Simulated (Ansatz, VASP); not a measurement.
**Au in VASP and in Ansatz**

File INCAR:

```
PREC     = Accurate       # precision mode
ENCUT    = 520            # plane-wave cutoff, eV
EDIFF    = 1E-6           # SCF threshold, eV
ISMEAR   = -1             # smearing method
SIGMA    = 0.05           # smearing width, eV
LREAL    = F              # projectors in reciprocal space
LASPH    = T              # aspherical terms in the spheres
NELM     = 150            # most SCF steps
ALGO     = Fast           # electronic algorithm
ISIF     = 2              # what is computed and relaxed
LWAVE    = F              # write WAVECAR
LCHARG   = T              # write CHGCAR
MAGMOM   = 0 0 0          # initial moments
LORBIT   = 11             # projections on sites
LSORBIT  = T              # spin-orbit coupling
GGA_COMPAT= F            
LORBMOM  = T            
LMAXMIX  = 4              # l up to which the mixer works
GGA      = PE             # functional
LVHAR    = T            
NBANDS   = 22             # bands
```

File KPOINTS:

```
regular mesh
0
Gamma
  8 8 8
```

Contents of POSCAR:

```
Au
1.0
    0.0000000000      2.0350000000      2.0350000000
    2.0350000000      0.0000000000      2.0350000000
    2.0350000000      2.0350000000      0.0000000000
Au
1
Direct
    0.0000000000      0.0000000000      0.0000000000
```

File input.yaml:

```yaml
crystal:
  lattice:
    - [0.0, 2.035, 2.035]
    - [2.035, 0.0, 2.035]
    - [2.035, 2.035, 0.0]
  atoms:
    - { symbol: Au, position: [0.0, 0.0, 0.0] }
kpoints:
  mp_grid: { grid: [8, 8, 8] }
  band_path:
    path:
      - [0.0, 0.0, 0.0]
      - [0.5, 0.0, 0.5]
      - [0.5, 0.25, 0.75]
      - [0.375, 0.375, 0.75]
      - [0.0, 0.0, 0.0]
      - [0.5, 0.5, 0.5]
      - [0.625, 0.25, 0.625]
      - [0.5, 0.25, 0.75]
    npoints: 6
scf:
  occupations: { method: fermi_dirac, width: 0.05 }
hamiltonian:
  xc: pbe
  pseudopotentials: { kind: all_electron, lapw: { basis_error: 0.001 } }
magnetization:
  noncollinear: true
  spin_orbit: true
output:
  forces: true
  stress: true
  eigenvalues: true
```

Alike in both runs: functional PBE; k mesh 8 × 8 × 8; occupations fermi-dirac, width 0.05 eV; non-collinear spin, spin-orbit coupling.

```csv
,VASP,Ansatz
version,VASP 6.6.1,Ansatz 0.2.0
potentials or method,"VASP PAW PBE potentials, release 64 (Au)","all-electron LAPW, relativistic spinors"
plane-wave cutoff (eV),520,see its input
task,single point,band structure
```

|  | VASP | Ansatz | Ansatz less VASP |
| --- | --- | --- | --- |
| gap on the k mesh at the Fermi level (eV) | none | none | - |
| pressure (GPa) | 10.4 | 10.4 | -0.01 |
| net moment per atom (μB) | 0.00 | 0.00 | 0.000 |

A gap of «none» marks a metal or a gap that the smearing closes. Ansatz ran all-electron here, so the differences hold the error of VASP's frozen core and of both bases.

Caveats: the k mesh is thin for a metal, which can move the energy by tens of meV per atom (Ansatz).
